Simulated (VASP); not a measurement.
# Os (P6_3/mmc) in VASP: further runs

Aim: see how the results for Os move with the level of theory and the settings. Levels: PBE, BLYP+D3. Tasks: single point, relaxation of cell and atoms.

Everything below comes from runs of VASP 6.6.1. Logs are shortened: lines on timing, memory, paths and dates and some standing lists are left out, and cuts for length are marked.

## Step 1: The structure

Symmetry: P6_3/mmc, No. 194, hexagonal system. The conventional cell has a = 2.734 Å, b = 2.734 Å, c = 4.320 Å, α = 90.00°, β = 90.00°, γ = 120.00°. Os (site symmetry -6m2) has 12 Os at 2.68 to 2.73 Å as nearest neighbours.

## Step 2: Single point, PBE

File INCAR:

```
PREC = Accurate ; ENCUT = 520
EDIFF = 1E-6 ; ISMEAR = 0
SIGMA = 0.026000000000000002 ; LREAL = F
LASPH = T ; NELM = 80
ALGO = Normal ; ISIF = 2
LWAVE = F ; LCHARG = T
GGA = PE ; LELF = T
LVHAR = T ; NBANDS = 15
```

File KPOINTS:

```
Automatic mesh
0
Gamma
  11 11 6
```

File POSCAR:

```
Os
1.0
    2.7341000000      0.0000000000      0.0000000000
   -1.3670500000      2.3678000565      0.0000000000
    0.0000000000      0.0000000000      4.3197000000
Os
2
Direct
    0.6666666667      0.3333333333      0.7500000000
    0.3333333333      0.6666666667      0.2500000000
```

Potentials or basis: VASP PAW PBE potentials, release 64 (Os).

The run is started by

```console
$ cat potpaw_PBE.64/Os/POTCAR > POTCAR
$ mpirun -np 1 vasp_std > vasp.out
```

OUTCAR:

```text
PREC = Accurate
   ENCUT = 520
   EDIFF = 1E-6
   ISMEAR = 0
   LREAL = F
   LASPH = T
   NELM = 80
   ISIF = 2
   GGA = PE

 ion  position               nearest neighbor table
   1  0.667  0.333  0.750-   2 2.68   2 2.68   2 2.68   2 2.68   2 2.68   2 2.68
   2  0.333  0.667  0.250-   1 2.68   1 2.68   1 2.68   1 2.68   1 2.68   1 2.68

  LATTYP: Found a hexagonal cell.
 ALAT       =     2.7341000000
 C/A-ratio  =     1.5799348963

  Lattice vectors:

 A1 = (   2.7341000000,   0.0000000000,   0.0000000000)
 A2 = (  -1.3670500000,   2.3678000565,   0.0000000000)
 A3 = (   0.0000000000,   0.0000000000,   4.3197000000)

Analysis of symmetry for initial positions (statically):
=====================================================================
 Subroutine PRICEL returns:
 Original cell was already a primitive cell.

 Routine SETGRP: Setting up the symmetry group for a
 hexagonal supercell.

 Subroutine GETGRP returns: Found 24 space group operations
 (whereof 12 operations were pure point group operations)
 out of a pool of 24 trial point group operations.

The static configuration has the point symmetry D_3d.
 The point group associated with its full space group is D_6h.

Analysis of symmetry for dynamics (positions and initial velocities):
=====================================================================
 Subroutine PRICEL returns:
 Original cell was already a primitive cell.

 Routine SETGRP: Setting up the symmetry group for a
 hexagonal supercell.

 Subroutine GETGRP returns: Found 24 space group operations
 (whereof 12 operations were pure point group operations)
 out of a pool of 24 trial point group operations.

The dynamic configuration has the point symmetry D_3d.
 The point group associated with its full space group is D_6h.

 Subroutine INISYM returns: Found 24 space group operations
 (whereof 12 operations are pure point group operations),
 and found     1 'primitive' translations

----------------------------------------------------------------------------------------

                                     Primitive cell

  volume of cell :      27.9649

  direct lattice vectors                    reciprocal lattice vectors
     2.734100000  0.000000000  0.000000000     0.365751070  0.211166479  0.000000000
    -1.367050000  2.367800057  0.000000000     0.000000000  0.422332957  0.000000000
     0.000000000  0.000000000  4.319700000     0.000000000  0.000000000  0.231497558

  length of vectors
     2.734100000  2.734100000  4.319700000     0.422332957  0.422332957  0.231497558

  position of ions in fractional coordinates (direct lattice)
     0.666666667  0.333333333  0.750000000
     0.333333333  0.666666667  0.250000000

  ion indices of the primitive-cell ions
   primitive index   ion index
                 1           1
                 2           2

----------------------------------------------------------------------------------------

 KPOINTS: Automatic mesh

Automatic generation of k-mesh.
 Grid dimensions read from file:
 generate k-points for:   11   11    6

 Generating k-lattice:

  Cartesian coordinates                     Fractional coordinates (reciprocal lattice)
     0.033250097  0.019196953  0.000000000     0.090909091 -0.000000000  0.000000000
     0.000000000  0.038393905  0.000000000     0.000000000  0.090909091  0.000000000
     0.000000000  0.000000000  0.038582926     0.000000000  0.000000000  0.166666667

  Length of vectors
     0.038393905  0.038393905  0.038582926

  Shift w.r.t. Gamma in fractional coordinates (k-lattice)
     0.000000000  0.000000000  0.000000000

 Subroutine IBZKPT returns following result:
 ===========================================

 Found     64 irreducible k-points:

 Following reciprocal coordinates:
            Coordinates               Weight
  0.000000  0.000000  0.000000      1.000000
  0.090909  0.000000  0.000000      6.000000
  0.181818  0.000000  0.000000      6.000000
  0.272727 -0.000000  0.000000      6.000000
  0.363636 -0.000000  0.000000      6.000000
  0.454545  0.000000  0.000000      6.000000
[... 16 lines left out ...]
  0.090909  0.090909  0.166667     12.000000
  0.181818  0.090909  0.166667     24.000000
 [... further k-points ...]
   k-points           NKPTS =     64   k-points in BZ     NKDIM =     64   number of bands    NBANDS=     15
   number of dos      NEDOS =    301   number of ions     NIONS =      2
   total plane-waves  NPLWV =  12800
   dimension x,y,z NGX =    20 NGY =   20 NGZ =   32
   dimension x,y,z NGXF=    40 NGYF=   40 NGZF=   64
   ions per type =               2
   NGX,Y,Z   is equivalent  to a cutoff of  12.16, 12.16, 12.32 a.u.
   NGXF,Y,Z  is equivalent  to a cutoff of  24.32, 24.32, 24.63 a.u.
 SYSTEM =  unknown system
   PREC   = accura    normal or accurate (medium, high low for compatibility)
   ISTART =      0    job   : 0-new  1-cont  2-samecut
   ICHARG =      2    charge: 1-file 2-atom 10-const
   ISPIN  =      1    spin polarized calculation?
   LNONCOLLINEAR =      F non collinear calculations
   LSORBIT =      F    spin-orbit coupling
   LASPH  =      T    aspherical Exc in radial PAW
   ENCUT  =  520.0 eV  38.22 Ry    6.18 a.u.   5.08  5.08  8.03*2*pi/ulx,y,z
   NELM   =     80;   NELMIN=  2; NELMDL= -5     # of ELM steps
   EDIFF  = 0.1E-05   stopping-criterion for ELM
   LREAL  =      F    real-space projection
   EDIFFG = 0.1E-04   stopping-criterion for IOM
   NSW    =      0    number of steps for IOM
   IBRION =     -1    ionic relax: 0-MD 1-quasi-New 2-CG
   NFREE  =      0    steps in history (QN), initial steepest desc. (CG)
   ISIF   =      2    stress and relaxation
   ISYM   =      2    0-nonsym 1-usesym 2-fastsym
   POTIM  = 0.5000    time-step for ionic-motion
   TEBEG  =    0.0;   TEEND  =   0.0 temperature during run
   PSTRESS=    0.0 pullay stress
   NELECT =      16.0000    total number of electrons
   NUPDOWN=      -1.0000    fix difference up-down
   EMIN   =  10.00;   EMAX   =-10.00  energy-range for DOS
   EFERMI =   0.00;   METHOD = LEGACY
   ISMEAR =     0;   SIGMA  =   0.03  broadening in eV -4-tet -1-fermi 0-gaus
   EFERMI_NEDOS =   21; number of points for ismear=-14 and -15
   IALGO  =     38    algorithm
   IMIX   =      4    mixing-type and parameters
     AMIX     =   0.40;   BMIX     =  1.00
     AMIX_MAG =   1.60;   BMIX_MAG =  1.00
  volume/ion in A,a.u.               =      13.98        94.36
  Fermi-wavevector in a.u.,A,eV,Ry     =   1.359076  2.568282 25.131161  1.847088
  Thomas-Fermi vector in A             =   2.485855
   LORBIT       =      0    0 simple, 1 ext, 2 COOP (PROOUT), +10 PAW based schemes
   GGA     = PE    functional components
   LHFCALC =     F    Hartree Fock is set to
   AEXX    =    0.0000 exact exchange contribution
   IVDW    =     0    specifies the selected vdW correction
   LEPSILON=     F    determine dielectric tensor
   LRPA    =     F    only Hartree local field effects (RPA)
 non-spin polarized calculation
 Gauss-broadening in eV      SIGMA  =   0.03
  energy-cutoff  :      520.00
  volume of cell :       27.96
 maximum number of plane-waves:       768
   NGX = 11   NGY = 11   NGZ = 17

 number of electron      15.9999998 magnetization

 Free energy of the ion-electron system (eV)
  ---------------------------------------------------
  ext. energy  EPLUGINS =         0.00000000
  ---------------------------------------------------
  free energy    TOTEN  =       -22.46810327 eV

  energy without entropy =      -22.46762729  energy(sigma->0) =      -22.46786528

 E-fermi :   9.4130     XC(G=0): -14.0601

 val. band max:        9.4069846643   @ k =   0.0909   0.0000   0.3333
 cond. band min:       9.4908357547   @ k =   0.3636   0.0909   0.3333
 fundamental gap:      0.0838510904
 Fermi energy:         9.4129591618

 k-point     1 :       0.0000    0.0000    0.0000
  band No.  band energies     occupation
      1      -1.4737      2.00000
      2       1.6789      2.00000
      3       6.4220      2.00000
      4       6.4220      2.00000
      5       6.6709      2.00000
      6       7.2648      2.00000
      7       7.2648      2.00000
      8       7.9108      2.00000
      9       7.9108      2.00000
     10       9.4970      0.00000
     11      11.1642      0.00000
     12      11.1642      0.00000
     13      18.5534      0.00000
     14      23.5114      0.00000
     15      26.2261      0.00000

 k-point     2 :       0.0909    0.0000    0.0000
  band No.  band energies     occupation
      1      -1.1414      2.00000
      2       1.9710      2.00000
      3       5.8674      2.00000
      4       6.7163      2.00000
      5       7.0320      2.00000
      6       7.1880      2.00000
      7       7.4346      2.00000
      8       7.5394      2.00000
      9       7.6807      2.00000
     10       8.4353      2.00000
     11      11.3222      0.00000
     12      12.7926      0.00000
     13      18.5221      0.00000
     14      24.1864      0.00000
     15      26.6476      0.00000

 k-point     3 :       0.1818    0.0000    0.0000
  band No.  band energies     occupation
      1      -0.2230      2.00000
      2       2.6546      2.00000
      3       5.2213      2.00000
      4       5.9627      2.00000
      5       6.6148      2.00000
      6       7.1621      2.00000
      7       7.5676      2.00000
      8       7.8366      2.00000
      9       7.9277      2.00000
     10       8.3267      2.00000
     11      11.6432      0.00000
     12      15.1812      0.00000
     13      18.3394      0.00000
     14      25.2474      0.00000
     15      26.8626      0.00000
[... 343 lines left out ...]
 k-point    23 :       0.0909    0.0909    0.1667
  band No.  band energies     occupation
      1      -0.2032      2.00000
      2       2.5682      2.00000
      3       5.3656      2.00000
      4       5.7467      2.00000
      5       6.5254      2.00000
      6       6.8817      2.00000
      7       7.3492      2.00000
      8       7.7011      2.00000
      9       8.4092      2.00000
     10       8.4774      2.00000
     11      11.4435      0.00000
     12      13.4914      0.00000
     13      20.0341      0.00000
     14      24.7556      0.00000
     15      26.8639      0.00000

 k-point    24 :       0.1818    0.0909    0.1667
  band No.  band energies     occupation
      1       0.8326      2.00000
      2       3.2865      2.00000
      3       4.6949      2.00000
      4       4.9186      2.00000
      5       6.1722      2.00000
      6       6.7904      2.00000
      7       7.3674      2.00000
      8       8.3204      2.00000
      9       8.9318      2.00000
     10       9.3105      2.00000
     11      11.6034      0.00000
     12      15.0213      0.00000
     13      20.0220      0.00000
     14      24.6021      0.00000
     15      25.6917      0.00000

 [... further k-points ...]

------------------------ aborting loop because EDIFF is reached ----------------------------------------

  FORCE on cell =-STRESS in cart. coord.  units (eV):
  Direction    XX          YY          ZZ          XY          YZ          ZX
  --------------------------------------------------------------------------------------
  -------------------------------------------------------------------------------------
  Total        1.5185064      1.5185064      1.5686122     -0.0000000      0.0000000      0.0000000
  in kB       86.9989898     86.9989898     89.8696737     -0.0000000      0.0000000      0.0000000
  external PRESSURE =      87.9558844 kB  Pullay stress =       0.0000000 kB

 VOLUME and BASIS-vectors are now :
 -----------------------------------------------------------------------------
  energy-cutoff  :      520.00
  volume of cell :       27.96
      direct lattice vectors                 reciprocal lattice vectors
     2.734100000  0.000000000  0.000000000     0.365751070  0.211166479  0.000000000
    -1.367050000  2.367800057  0.000000000     0.000000000  0.422332957  0.000000000
     0.000000000  0.000000000  4.319700000     0.000000000  0.000000000  0.231497558

 POSITION                                       TOTAL-FORCE (eV/Angst)
 -----------------------------------------------------------------------------------
      1.36705      0.78927      3.23977        -0.000000      0.000000      0.000000
     -0.00000      1.57853      1.07993         0.000000     -0.000000      0.000000
 -----------------------------------------------------------------------------------
    total drift:                               -0.000000      0.000000     -0.000000

  FREE ENERGIE OF THE ION-ELECTRON SYSTEM (eV)
  ---------------------------------------------------
  free  energy   TOTEN  =       -22.4681032684 eV

  energy  without entropy=      -22.4676272878  energy(sigma->0) =      -22.46786528
```

It took 8.6 s on 1 thread of Intel Xeon 6975P-C (Granite Rapids), shared host; peak memory 0.15 GiB.

Results:

```yaml
Free_energy: -22.4681 eV
Pressure: 8.8 GPa
Band_gap_on_the_k_mesh: none (metal or under the smearing width)
```

The run has no spin-orbit coupling, so splittings on Os are missing.

## Step 3: Relaxation of cell and atoms, BLYP+D3

File INCAR:

```
SYSTEM = Os
PREC = Accurate
ENCUT = 600
EDIFF = 1E-7
ISMEAR = -1
SIGMA = 0.05
LREAL = .False.
LASPH = .True.
NELM = 100
ALGO = Normal
ISIF = 3
LWAVE = .False.
LCHARG = .False.
GGA = B5
ALDAX = 1.0
AGGAX = 1.0
AGGAC = 1.0
ALDAC = 0.0
IVDW = 11
VDW_S6 = 1.0
VDW_S8 = 1.682
VDW_SR = 1.094
VDW_SR8 = 1.0
IBRION = 2
NSW = 40
EDIFFG = -0.005
```

File KPOINTS:

```
regular mesh
0
Gamma
  11 11 6
  0 0 0
```

POSCAR is that of step 2.

Potentials or basis: VASP PAW PBE potentials, release 64 (Os).

The run is started by

```console
$ cat potpaw_PBE.64/Os/POTCAR > POTCAR
$ mpirun -np 1 vasp_std > vasp.out
```

Run time: 74 s. Hardware: 1 thread of Intel Xeon 6975P-C (Granite Rapids), shared host; peak memory 0.19 GiB.

It converged, with:

| Quantity | Value |
| --- | --- |
| Free energy | -21.5595 eV |
| Relaxed volume | 14.37 Å³/atom |
| Relaxed cell | a = 2.758 Å, b = 2.758 Å, c = 4.362 Å, α = 90.00°, β = 90.00°, γ = 120.00° |
| Space group after relaxing (to 0.05 Å) | P6_3/mmc (No. 194) |
| Energy gained by relaxing | 13.5 meV/atom |
| Ionic steps | 9 |
| Pressure after relaxing | 0.0 GPa |
| Band gap on the k mesh | none (metal or under the smearing width) |
| Dispersion energy per atom | -1.160 eV |

The path:
```tsv
step	energy change (eV)	largest force (eV/Å)	pressure (GPa)	volume (Å³)
1	0.0000	0.0000	11.52	27.96
2	0.3900	0.0000	-33.86	32.24
3	-0.0270	0.0000	-0.60	28.78
4	-0.0271	0.0000	-0.02	28.74
5	-0.0271	0.0000	0.19	28.72
6	-0.0271	0.0000	0.17	28.73
7	-0.0271	0.0000	0.18	28.73
8	-0.0271	0.0000	0.09	28.73
9	-0.0271	0.0000	0.00	28.74
```

Final structure:
```
Os
1.0
     2.75826    0.00000    0.00000
    -1.37913    2.38872    0.00000
     0.00000    0.00000    4.36177
Os
2
Direct
  0.66667 0.33333 0.75000
  0.33333 0.66667 0.25000
```

Levels at points of the mesh, in eV from the Fermi level:
| k point | band 5 | band 6 | band 7 | band 8 | band 9 | band 10 | band 11 | band 12 |
| --- | --- | --- | --- | --- | --- | --- | --- | --- |
| (0.00, 0.00, 0.00) | -2.68 | -2.10 | -2.10 | -1.48 | -1.48 | 0.38 | 1.66 | 1.66 |
| (0.00, 0.00, 0.50) | -3.09 | -3.09 | -3.09 | -3.09 | 0.87 | 0.87 | 0.87 | 0.87 |

Caveat: the PAW data sets were made with another functional, which shifts forces and pressure a little; pairwise dispersion overbinds metals, which lowers pressure and volume.
